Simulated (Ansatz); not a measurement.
C: energy above lowest point and pressure as volume per atom varies

All results are calculated (Ansatz 0.2.0 development build). Equation of state of a cubic crystal from periodic Kohn-Sham density functional theory without spin; pressure corrected for the finite basis.

Cell of the first row (space group Pm-3m, No. 221):
```
C
1.0
      1.7526     0.0000     0.0000
      0.0000     1.7526     0.0000
      0.0000     0.0000     1.7526
C
1
Direct
  0.00000 0.00000 0.00000
```

Settings of every row: formula C; structure type simple cubic; functional PBE; spin treatment none; k mesh 31x31x31; occupation method fermi-dirac; occupation width 0.061225619 eV; wave cutoff 700 eV; datasets soft-1 PAW; density cutoff ratio 4.

Limits: a cubic model structure, not a phase known at ambient conditions; modest k-mesh, values are not fully converged in k; the SCF threshold is loose for a stress in some rows.

| row | volume per atom (Å³) | energy above lowest point (meV/atom) | pressure (GPa) |
| --- | --- | --- | --- |
| 1 | 5.383 | 7.94 | 12.902 |
| 2 | 5.495 | ? | ? |
| 3 | 5.607 | 0 | -1.153 |
| 4 | 5.719 | 2.98 | -7.273 |
| 5 | 5.832 | 10.04 | -12.797 |
| 6 | 5.944 | 20.77 | -17.783 |

Question: what energy above lowest point and pressure should row 2 give?

Worked fit of energy above lowest point. Take u = (V_r/V)^(2/3) − 1 with V_r = 5.719 Å³ an atom, which is twice the finite (Eulerian) strain; such expansions in the strain, on which the Birch-Murnaghan equation of state is built, carry the rest volume and the bulk modulus. The shown rows have u = 0.04119, 0.01327, 0, -0.01296, -0.0254. Least squares give energy above lowest point = 2.968 − 387.29 × u + 12333.9 × u² meV/atom; a straight line predicts inner rows, each left out in turn, worse (root mean square 6.7 against 0.02 meV/atom). The rows lie off it by 0.00, 0.00, 0.01, -0.02, 0.01. Its lowest point lies at u = 0.0157, or V = 5.587 Å³ an atom, and the curvature there gives the bulk modulus at fixed shape and fractions, B = (4/9)(1 + u)² E″(u)/V = 324 GPa. The withheld row has u = 0.02699, so the fit gives 2.968 − 387.29 × (0.02699) + 12333.9 × (0.02699)² = 1.50 meV/atom.

The calculation gave 1.51 meV/atom. The fit lies 0.01 meV/atom (0.048 % of the column's range) below it, one unit of the last digit.

Worked fit of pressure. Take u = (V_r/V)^(2/3) − 1 with V_r = 5.719 Å³ an atom, which is twice the finite (Eulerian) strain; such expansions in the strain, on which the Birch-Murnaghan equation of state is built, carry the rest volume and the bulk modulus. The shown rows have u = 0.04119, 0.01327, 0, -0.01296, -0.0254. Least squares give pressure = −7.2493 + 443.181 × u + 1119.63 × u² GPa; a straight line predicts inner rows, each left out in turn, worse (root mean square 0.6 against 0.031 GPa). The rows lie off it by -0.003, 0.018, -0.024, 0.008, 0.001 (root mean square 0.014 GPa). The pressure vanishes at u = 0.0157, or V = 5.587 Å³ an atom, and there the bulk modulus at fixed shape and fractions is B = −V dP/dV = (2/3)(1 + u) dP/du = 324 GPa. The withheld row has u = 0.02699, so the fit gives −7.2493 + 443.181 × (0.02699) + 1119.63 × (0.02699)² = 5.528 GPa.

The calculation gave 5.566 GPa. The fit lies 0.038 GPa (0.12 % of the column's range) below it; its largest miss of a shown row is 0.024 GPa.
